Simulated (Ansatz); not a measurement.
# WS2: the cost of one run

Code: Ansatz 0.2.0. PAW datasets, plane waves. No spin polarisation and no zero-point or thermal motion.

### 1 The cell

The cell was relaxed beforehand with r2SCAN+rVV10.

The symmetry is R3m (No. 160, trigonal); a = 3.172 Å, c = 18.712 Å in the conventional setting, 18.11 Å³ an atom. W has 6 S at 2.41 Å; S has 3 W at 2.41 Å.

Coordinates:

```cif
data_structure
_symmetry_space_group_name_H-M 'P 1'
_symmetry_Int_Tables_number 1
_cell_length_a 6.5007
_cell_length_b 6.5007
_cell_length_c 6.5007
_cell_angle_alpha 28.240
_cell_angle_beta 28.240
_cell_angle_gamma 28.240
_cell_volume 54.34
loop_
_atom_site_label
_atom_site_type_symbol
_atom_site_fract_x
_atom_site_fract_y
_atom_site_fract_z
_atom_site_occupancy
W1 W 0.99999 0.99999 0.99999 1
S1 S 0.41680 0.41680 0.41680 1
S2 S 0.24988 0.24988 0.24988 1
```

### 2 PBE bands along the symmetry lines

input.yaml

```yaml
crystal:
  lattice:
    - [1.5858866962, 0.915612111, 6.237469246]
    - [-1.5858866962, 0.915612111, 6.237469246]
    - [0.0, -1.8312242219, 6.237469246]
  atoms:
    - { symbol: W, position: [-1.15687e-05, -1.15687e-05, -1.15687e-05] }
    - { symbol: S, position: [0.4167981751, 0.4167981751, 0.4167981751] }
    - { symbol: S, position: [0.2498800602, 0.2498800602, 0.2498800602] }
kpoints:
  mp_grid: { grid: [10, 10, 10] }
  band_path:
    path:
      - [[0.0, 0.0, 0.0], [-0.5, -0.5, -0.5], [-0.5, -0.1810319753746, -0.8189680246254]]
      - [[-0.1810319753746, 0.1810319753746, -0.5], [-2.815948332989e-17, -2.815948332989e-17, -0.5], [0.0, 0.0, 0.0], [-1.203635530409e-16, 0.3405159876873, -0.3405159876873]]
      - [[-0.3405159876873, 1.436002626163e-17, -0.6594840123127], [-0.5, 8.503901918304e-17, -0.5], [0.0, 0.0, 0.0]]
    npoints: 10
hamiltonian:
  xc: pbe
scf:
  occupations: { method: fermi_dirac, width: 0.02 }
  n_extra_bands: 4
output:
  forces: true
  stress: true
  eigenvalues: true
```

Command:

```sh
ansatz run input.yaml --threads 2 --pin off --max-ram 2211MiB --backend cpu --events-out ev --progress --plain --runs-dir out
```

**Question.** How long does this run take on 2 threads of Arm Neoverse N1, shared host, and how much memory does it need?

About 15 s, with a peak of 0.39 GiB.
